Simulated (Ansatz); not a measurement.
Input and command of a plane-wave DFT calculation in Ansatz:

```yaml
crystal:
  lattice:
    - [3.0148494688, 0.0, 0.0]
    - [1.0e-10, 5.2218724571, 0.0]
    - [0.0, 0.0, 5.8276427072]
  atoms:
    - { symbol: Cd, position: [0.0, 0.3333333333, 0.25] }
    - { symbol: Cd, position: [0.5, 0.8333333333, 0.25] }
    - { symbol: Cd, position: [0.5, 0.1666666667, 0.75] }
    - { symbol: Cd, position: [1.0, 0.6666666667, 0.75] }
basis:
  ecutwfc: 420
kpoints:
  mp_grid: { grid: [14, 8, 8] }
hamiltonian:
  xc: pbe
scf:
  occupations: { method: gaussian, width: 0.1 }
output:
  forces: true
  stress: true
  eigenvalues: true
  write_density: true
  write_potential: true
  elf: true
  volumetric_format: npy
relax:
  adjacent_minimum: "off"
  f_tol: 0.015
  max_steps: 60
  cell: { stress_tol: 0.15 }
```

```bash
ansatz run input.yaml --threads 1 --pin off --max-ram 2560MiB --backend cpu --events-out ev --progress --plain --runs-dir out
```

Processor: AMD EPYC 7R43 64-Core Processor (Zen 3), 1 thread, on a host shared with other jobs.

Task: How long does it run, and how much memory does it take?

Result: About 5.6 min on 1 thread of AMD EPYC 7R43 64-Core Processor (Zen 3) (shared host), peak memory 0.84 GiB. It solves 48 bands at 200 k points (the mesh reduced by the symmetry that the task leaves, which can be less than the crystal's) with about 1781 plane waves (on the last cell), in 46 SCF iterations over 8 ionic steps.
